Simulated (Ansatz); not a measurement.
# TiSi2: the cost of one run

Method: DFT PBE, scalar-relativistic, in Ansatz 0.2.0.

## Step 1: The structure to begin with

Symmetry: Fddd, No. 70, orthorhombic system. Conventional cell: a = 4.773 Å, b = 8.236 Å, c = 8.523 Å, α = 90.00°, β = 90.00°, γ = 90.00°. Ti (site symmetry 222) has 10 Si at 2.54 to 2.75 Å as nearest neighbours. Si (site symmetry 2) has 5 Ti at 2.54 to 2.75 Å and 5 Si at 2.54 to 2.75 Å as nearest neighbours.

As a file:

```
Ti Si
1.0
     0.00000    4.11800    4.26150
     2.38650    0.00000    4.26150
     2.38650    4.11800    0.00000
Ti Si
2 4
Direct
  0.75000 0.75000 0.75000
  0.50000 0.50000 0.50000
  0.08300 0.41700 0.08300
  0.41700 0.08300 0.41700
  0.16700 0.83300 0.16700
  0.83300 0.16700 0.83300
```

Atoms are numbered in the order of the input: Ti1, Ti2, Si3, Si4, Si5, Si6.

## Step 2: After the deformation

Space group Fddd before, Fddd after.

## Step 3: LAPW, all electrons

Contents of input.yaml:

```yaml
crystal:
  lattice:
    - [0.0, 4.07682, 4.2615]
    - [2.362635, 0.0, 4.2615]
    - [2.362635, 4.07682, 0.0]
  atoms:
    - { symbol: Ti, position: [0.75, 0.75, 0.75] }
    - { symbol: Ti, position: [0.5, 0.5, 0.5] }
    - { symbol: Si, position: [0.083, 0.417, 0.083] }
    - { symbol: Si, position: [0.417, 0.083, 0.417] }
    - { symbol: Si, position: [0.167, 0.833, 0.167] }
    - { symbol: Si, position: [0.833, 0.167, 0.833] }
kpoints:
  mp_grid: { grid: [8, 8, 8] }
  band_path:
    path:
      - [0.0, 0.0, 0.0]
      - [0.5, 0.0, 0.5]
      - [1.0, 0.5, 0.5]
      - [0.5, 0.5, 0.0]
      - [0.0, 0.0, 0.0]
      - [0.0, 0.4108071396, 0.4108071396]
      - [1.0, 0.5891928604, 0.5891928604]
      - [1.0, 0.5, 0.5]
      - [0.5, 0.0, 0.5]
    npoints: 5
scf:
  occupations: { method: fermi_dirac, width: 0.08 }
hamiltonian:
  xc: pbe
  pseudopotentials: { kind: all_electron, lapw: { basis_error: 0.0005 } }
output:
  forces: true
  stress: true
  eigenvalues: true
```

Launch:

```console
$ ansatz run input.yaml --threads 2 --pin off --max-ram 6144MiB --backend cpu --events-out ev --progress --plain --runs-dir out
```

What time and memory should one allow on 2 threads of Arm Neoverse V2, shared host?

About 48 s, with a peak of 0.92 GiB.
